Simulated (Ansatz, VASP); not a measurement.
One calculation of Mo, two programs

```
Mo
1.0
    -1.55547    1.55547    1.55547
     1.55547   -1.55547    1.55547
     1.55547    1.55547   -1.55547
Mo
1
Direct
  0.00000 0.00000 0.00000
```

Alike in both runs: functional LDA; k mesh 16 × 16 × 16; occupations gaussian, width 0.1 eV; no spin polarisation.

Ansatz relaxed the structure, and its values are those at the end. VASP's run is a single point on that final structure, the one shown.

|  | VASP | Ansatz |
| --- | --- | --- |
| version | VASP 6.6.1 | Ansatz 0.2.0 |
| potentials or method | VASP PAW LDA potentials, release 64 (Mo_sv) | scalar-relativistic, plane waves, PAW |
| plane-wave cutoff (eV) | 520 | 420 |
| valence electrons in the cell | 14 | 14 |

Ansatz gave:

| Item | Value |
| --- | --- |
| gap on the k mesh at the Fermi level (eV) | none |
| pressure (GPa) | 0.0 |

Q: Which values does VASP return?

A: gap on the k mesh at the Fermi level (eV): none; pressure (GPa): 1.2.

A gap of «none» marks a metal or a gap that the smearing closes. Ansatz warned: «pseudo_functional_mismatch».
